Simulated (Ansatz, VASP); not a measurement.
Two plane-wave programs on Ru

```xyz
1
Lattice="-1.5331 1.5331 1.5331 1.5331 -1.5331 1.5331 1.5331 1.5331 -1.5331" Properties=species:S:1:pos:R:3 pbc="T T T"
Ru    0.0000    0.0000    0.0000
```

Alike in both runs: functional revPBE; k mesh 15 × 15 × 15; occupations fermi-dirac, width 0.1 eV; no spin polarisation.

Ansatz relaxed the structure, and its values are those at the end. VASP's run is a single point on that final structure, the one shown.

|  | VASP | Ansatz |
| --- | --- | --- |
| version | VASP 6.6.1 | Ansatz 0.2.0 |
| potentials or method | VASP PAW PBE potentials, release 64 (Ru_pv) | plane waves (420 eV) with PAW, scalar-relativistic |
| plane-wave cutoff (eV) | 520 | 420 |
| valence electrons in the cell | 14 | 16 |

|  | VASP | Ansatz | Ansatz less VASP |
| --- | --- | --- | --- |
| pressure (GPa) | -0.1 | 0.0 | +0.08 |

With one functional, cell and mesh, what is left measures potentials, basis and numerics. The two sets of potentials don't hold the same shells in valence.

Caveats: the PAW data sets were made with another functional, which shifts forces and pressure a little (VASP).
